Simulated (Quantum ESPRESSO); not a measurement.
# NiHO2 monolayer: Hubbard U from linear response, part 2 of 2

Aim: a Hubbard U for Ni in NiHO2 monolayer from linear response.

functionals named at each step; plane waves, U on orthogonalised atomic orbitals unless named otherwise, collinear spin, no spin–orbit coupling.

So far. Step 4 (PBE, q = 0 alone, QE, GBRV): U on Ni is 8.68 eV. All images of the site are shifted together here, so the value is not converged.

**8. Reference state for the response (PBE, q-mesh 2×2×1, QE, PseudoDojo)**

Level of this step: PBE with U on Ni d by linear response, ortho-atomic projectors, PseudoDojo potentials (Quantum ESPRESSO).

The response needs a tightly converged ground state with the Hubbard machinery on and a vanishing or chosen U.

The potential files are PseudoDojo's for PBE; pw.x takes the functional from them.

File pw.in:

```
&control
  calculation = 'scf'
  prefix = 'pw'
  outdir = './tmp/'
  pseudo_dir = './pseudo/'
  verbosity = 'low'
/
&system
  ibrav = 0
  nat = 4
  ntyp = 3
  ecutwfc = 89.9998
  ecutrho = 359.999
  nbnd = 25
  occupations = 'smearing'
  smearing = 'fd'
  degauss = 0.00367493
  nspin = 2
  starting_magnetization(1) = 0.0778
/
&electrons
  conv_thr = 1.0e-11
  electron_maxstep = 120
  mixing_beta = 0.3
  mixing_mode = 'plain'
/
ATOMIC_SPECIES
  Ni 58.6934 Ni.upf
  O 15.9990 O.upf
  H 1.0080 H.upf
CELL_PARAMETERS angstrom
  3.03225304 -0.00000003 0.00000000
  -1.34170704 2.51726298 0.00000000
  0.00000000 0.00000000 18.05109200
ATOMIC_POSITIONS crystal
  Ni 0.41881500 0.20940800 0.46967300
  O 0.71745500 0.85872800 0.52531400
  O 0.11971900 0.55986000 0.41548700
  H 0.63940300 0.81970200 0.58451300
K_POINTS automatic
  8 8 1 0 0 0
HUBBARD {ortho-atomic}
U Ni-3d 1e-08
```

The run is started by

```bash
$ OMP_NUM_THREADS=1 mpirun -n 4 pw.x -nk 4 -in pw.in > pw.out
```

Log:

```text
[banner, memory and clock lines left out]
Program PWSCF v.7.5 starts
[...]
Message from routine set_cutoff:
     ecutrho < 4*ecutwfc, are you sure?
[...]
unit-cell volume          =     929.8098 (a.u.)^3
     number of atoms/cell      =            4
[...]
number of electrons       =        31.00
     number of Kohn-Sham states=           25
[...]
The total energy is F=E-TS. E is the sum of the following terms:
     one-electron contribution =   -2023.74930230 Ry
     hartree contribution      =    1014.86248185 Ry
     xc contribution           =     -59.94960114 Ry
     ewald contribution        =     666.09106836 Ry
     Hubbard energy            =       0.00000000 Ry
     total magnetization       =     1.00 Bohr mag/cell
     absolute magnetization    =     1.03 Bohr mag/cell
     convergence has been achieved in  20 iterations
[key lines of the parts left out:]
!    total energy              =    -402.74594371 Ry
the Fermi energy is    -1.2426 ev
```

Wall time 3.2 min (4 MPI ranks of Arm Neoverse V1, shared host); peak memory 1.1 GiB; 13 min of CPU time.

Numbers from this step:

```
net moment     : 1 μB
final state    : ferromagnetic
largest moment : 0.7 μB
```

The largest moment is 0.70 μB here against 1.25 μB in the state chosen above, so the response is measured on a state that differs from it.

**9. PBE, q-mesh 2×2×1, QE, PseudoDojo**

Another set of potentials brings other atomic orbitals, on which U is defined. hp.x does this by perturbation theory on a saved ground state with a vanishing U.

File hp.in:

```
&inputhp
  prefix = 'pw'
  outdir = './tmp/'
  nq1 = 2, nq2 = 2, nq3 = 1
  conv_thr_chi = 1.0e-06
  iverbosity = 2
/
```

The run is started by

```bash
$ OMP_NUM_THREADS=1 mpirun -n 4 hp.x -nk 4 -in hp.in > hp.out
```

Log:

```text
Program HP v.7.5 starts
[...]
Calculation of Hubbard parameters using the HP code based on DFPT
[...]
Exchange-correlation= PBE
[...]
unit-cell volume          =      929.8098 (a.u.)^3
     number of atoms/cell      =             4
[...]
Input Hubbard parameters (in eV):
[...]
The grid of q-points ( 2, 2, 1)  (  4 q-points ) :
[...]
Calculation for q #   1 = (   0.0000000   0.0000000   0.0000000 )
[...]
G cutoff =  299.4127  ( 107385 G-vectors)     FFT grid: ( 36, 36,216)
[...]
Atomic wfc used for the projector on the Hubbard manifold are orthogonalized
[...]
atom #  1   q point #   1   iter #   1
[...]
chi:   1  -0.3057809460
[...]
atom #  1   q point #   1   iter #   2
[...]
chi:   1   0.2795863668   residue:    0.5853673128
[...]
atom #  1   q point #   1   iter #   3
[...]
chi:   1  -0.0177424702   residue:    0.2973288369
[...]
chi:   1  -0.0966035882   residue:    0.0788611180
[...]
chi:   1  -0.0928269697   residue:    0.0001156750
[...]
atom #  1   q point #   1   iter #  10
[...]
chi:   1  -0.0928026652   residue:    0.0000243045
[...]
atom #  1   q point #   1   iter #  11
```

Elapsed: 9 min, on 4 MPI ranks; peak memory 1.2 GiB.

The run was stopped unfinished when the time set aside for it ran out, so what it printed is not taken as a result.

**10. Reference state for the response (PBE, q-mesh 2×2×1, atomic projectors, QE, GBRV)**

The response needs a tightly converged ground state with the Hubbard machinery on and a vanishing or chosen U.

The potential files are GBRV's for PBE; pw.x takes the functional from them.

pw.in: that of step 8 with these lines changed.

```diff
@@ -11,4 +11,4 @@
   ntyp = 3
-  ecutwfc = 89.9998
-  ecutrho = 359.999
+  ecutwfc = 45
+  ecutrho = 360
   nbnd = 25
@@ -41,3 +41,3 @@
   8 8 1 0 0 0
-HUBBARD {ortho-atomic}
+HUBBARD {atomic}
 U Ni-3d 1e-08
```

The run is started by

```bash
$ OMP_NUM_THREADS=1 mpirun -n 4 pw.x -nk 4 -in pw.in > pw.out
```

Log:

```text
[banner, memory and clock lines left out]
Program PWSCF v.7.5 starts
[...]
unit-cell volume          =     929.8098 (a.u.)^3
     number of atoms/cell      =            4
[...]
number of electrons       =        31.00
     number of Kohn-Sham states=           25
     kinetic-energy cutoff     =      45.0000  Ry
     charge density cutoff     =     360.0000  Ry
[...]
The total energy is F=E-TS. E is the sum of the following terms:
     one-electron contribution =   -2054.63215779 Ry
     hartree contribution      =    1030.18637452 Ry
     xc contribution           =     -50.56784370 Ry
     ewald contribution        =     666.09106836 Ry
     Hubbard energy            =       0.00000000 Ry
     total magnetization       =     1.00 Bohr mag/cell
     absolute magnetization    =     1.03 Bohr mag/cell
     convergence has been achieved in  25 iterations
[key lines of the parts left out:]
!    total energy              =    -408.92308932 Ry
the Fermi energy is    -1.2304 ev
```

Run time: 87 s. Hardware: 4 MPI ranks; peak memory 0.82 GiB; 5.8 min of CPU time.

Read from the output:

```yaml
net_moment: 1 μB
final_state: ferromagnetic
largest_moment: 0.674 μB
```

The largest moment is 0.67 μB here against 1.25 μB in the state chosen above, so the response is measured on a state that differs from it.

**11. Comparison**

1 further run (PBE, q-mesh 2×2×1, atomic projectors, QE, GBRV) did not converge, ran out of time or was refused, and is not shown.

**12. What came out**

| Item | Value |
| --- | --- |
| U(Ni) | 8.68 eV |

What this shows: Linear response puts U for Ni in NiHO2 monolayer at 8.7 eV (PBE, q = 0 alone, QE, GBRV); no second recipe is at hand, so this account does not test its convergence. With q = 0 alone hp.x shifts all images of a site together, so that value is not converged. The response was measured on a state whose moment differs from the one chosen first, and U belongs to that state. The magnetic states on which the responses were measured: ferromagnetic, 0.7 μB; 3 starts finished among the 3 run to choose the order.

[Logs and program files are shortened in this print: banners, set-up blocks, solver, clock and traceback lines can be left out without a mark of their own.]

[Logs are printed without paths, hosts, clocks, repeated set-up lines and the standing remarks that a program may print on its own settings, such as how far it seeks lower states.]

[Hosts, paths, dates, database ids (printed as entryN), source tags and the programs' standing remarks are cut or masked in the printed files.]

[Where a cell is said to come from a database of computed structures, the database is the Materials Project.]
